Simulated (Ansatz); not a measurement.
The system is Os.

```
Os
1.0
     2.73410    0.00000    0.00000
    -1.36705    2.36780    0.00000
     0.00000    0.00000    4.31970
Os
2
Cartesian
  1.3671 0.7893 3.2398
  0.0000 1.5785 1.0799
```

```yaml
Program: Ansatz 0.2.0
Task: relaxation of cell and atoms
Functional: BLYP
Dispersion: D3(BJ)
Potentials_or_basis: all-electron LAPW, scalar-relativistic
Basis_error_allowed: 0.001 eV/atom
k_mesh: 11 × 11 × 6
Occupations: fermi-dirac, width 0.05 eV
Spin: no spin polarisation
```

At the start: volume 13.98 Å³/atom.

**Question.** Where does the relaxation end?

**Answer.** Over 4 steps the energy falls by 5.1 meV/atom and the volume is 14.22 Å³/atom (+1.7 %); space group P6_3/mmc (No. 194, to 0.05 Å).

Step by step:
```tsv
step	energy change (eV)	largest force (eV/Å)	volume (Å³)
1	0.0000	0.0000	27.96
2	-0.0101	0.0000	28.47
3	-0.0102	0.0000	28.44
4	-0.0102	0.0000	28.44
```

Final structure:
```
Os
1.0
     2.74980    0.00000    0.00000
    -1.37490    2.38140    0.00000
     0.00000    0.00000    4.34341
Os
2
Direct
  0.66667 0.33333 0.75000
  0.33333 0.66667 0.25000
```
